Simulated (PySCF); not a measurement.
First hyperpolarisability: SMILES O=Cc1ccccc1, C₇H₆O

Geometry:
```
atom   x (Å)   y (Å)   z (Å)
  O1   2.839  -1.448  -0.145
  C2   2.294  -0.380  -0.257
  C3   0.855  -0.138  -0.097
  C4   0.330   1.144  -0.252
  C5  -1.026   1.359  -0.100
  C6  -1.866   0.300   0.208
  C7  -1.352  -0.978   0.364
  C8   0.002  -1.199   0.213
  H9   2.874   0.534  -0.502
 H10   0.992   1.965  -0.492
 H11  -1.433   2.352  -0.220
 H12  -2.926   0.473   0.327
 H13  -2.012  -1.799   0.603
 H14   0.428  -2.185   0.329
```

Method: quadratic response wB97X-D/aug-cc-pVDZ first hyperpolarisability, Taylor convention, gas phase (PySCF 2.14.0). Geometry: GFN2-xTB.

(1) Give β for the processes computed.

(2) Which lowest excitations, dipole and polarisabilities go with it?

Results:

(1) In au, Taylor convention; the vector part is βᵢ = ⅓ Σⱼ (βᵢⱼⱼ + βⱼᵢⱼ + βⱼⱼᵢ); β∥ is 3/5 of the vector part along the dipole, the dipole points from − to +:
| process | λ (nm) | β vector norm | β∥ | β HRS | depolarisation ratio |
| --- | --- | --- | --- | --- | --- |
| static β(0;0,0) | ∞ | 204.7 | 58.7 | 96.6 | 3.54 |
| second harmonic β(−2ω;ω,ω) | 1064 | 282.8 | 99.0 | 129.9 | 3.84 |
| Pockels β(−ω;ω,0) | 1064 | 226.6 | 70.0 | – | – |
| second harmonic β(−2ω;ω,ω) | 800 | 378.7 | 148.6 | 169.8 | 4.16 |
| Pockels β(−ω;ω,0) | 800 | 245.9 | 80.0 | – | – |

(2) S1 3.86 eV (f = 0.000); S2 5.03 eV (f = 0.020); S3 5.42 eV (f = 0.257); dipole 3.46 D; isotropic α 84.7 au static, 85.9 au at 1064 nm, 86.9 au at 800 nm, 90.0 au at 532 nm, 95.1 au at 400 nm.
